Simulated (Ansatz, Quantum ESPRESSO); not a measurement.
**SiC (wurtzite): bulk modulus from a few volumes**

How stiff is wurtzite SiC under hydrostatic load? Each row relaxes cell and atoms at a set pressure. The phase is followed to these pressures whether or not it stays the stable one.

Calculated with Ansatz 0.2.0, PBEsol, PAW files of the set soft_1, cutoff 600 eV, Fermi–Dirac smearing 0.02 eV, k-mesh 10×10×6, no spin polarisation, no spin-orbit coupling.

Reference cell, relaxed at zero pressure with PBEsol (P6_3mc): a = 3.0759 Å, b = 3.0759 Å, c = 5.0477 Å, α = 90.00°, β = 90.00°, γ = 120.00°.

```csv
atom,x,y,z
Si,0.3333,0.6667,0.0009
Si,0.6667,0.3333,0.5009
C,0.6667,0.3333,0.1251
C,0.3333,0.6667,0.6251
```

| V (Å³/atom) | V/V0 | P (GPa) | E − E0 (meV/atom) |
| --- | --- | --- | --- |
| 10.5341 | 1.0188 | −4.000 | 2.5 |
| 10.1197 | 0.9787 | 4.999 | 3.4 |
| 9.7383 | 0.9418 | 14.997 | 26.8 |
| 9.5707 | 0.9256 | 19.996 | 45.1 |
| 9.2709 | 0.8966 | 29.996 | 91.6 |

V0 = 10.3397 Å³ an atom, where the residual pressure P0 is +0.002 GPa. **Question.** Fit the Birch–Murnaghan law and give the pressure and the energy at V = 9.9206 Å³ an atom, a row left out above.

With the Eulerian strain f = ½[(V0/V)^(2/3) − 1] and F = (P − P0)/[3f(1 + 2f)^(5/2)], the third-order law is the line F = B0 + (3/2) B0 (B′ − 4) f.

| f | F (GPa) |
| --- | --- |
| 0.03773 | 220.95 |
| 0.02644 | 221.63 |
| 0.02038 | 221.96 |
| 0.00722 | 222.56 |
| −0.00617 | 223.01 |

A straight line through the 5 rows: the means are 0.01712 for f and 222.02 for F, Σ(Δx)² = 0.001163 and ΣΔxΔy = −0.05429, so the slope is −0.05429/0.001163 = −46.69 and the intercept 222.02 − (−46.69)(0.01712) = 222.82.

Hence B0 = 222.8 GPa and B′ = 4 + (−46.7)/(1.5 × 222.8) = 3.86. For the withheld volume f = 0.01398, F = 222.17 GPa and P = 9.99 GPa. The run itself gives 9.99 GPa, so the estimate misses by 0.00 GPa, a rounding's worth.

Integrating the same law gives E − E0 = (9/2) B0 V0 f²[1 + (B′ − 4) f] + P0(V0 − V), with 1 GPa Å³ = 6.2415 meV: 12.6 meV an atom. The run itself gives 12.6 meV, so the estimate misses by 0.0 meV, a rounding's worth.

The same fit over all rows at other levels or in other programs gives B0 = 222 GPa with PBEsol (Quantum ESPRESSO, PseudoDojo) and 222 GPa with PBEsol (Quantum ESPRESSO, GBRV).

[Logs are printed without paths, hosts, clocks, repeated set-up lines and the standing remarks that a program may print on its own settings, such as how far it seeks lower states.]
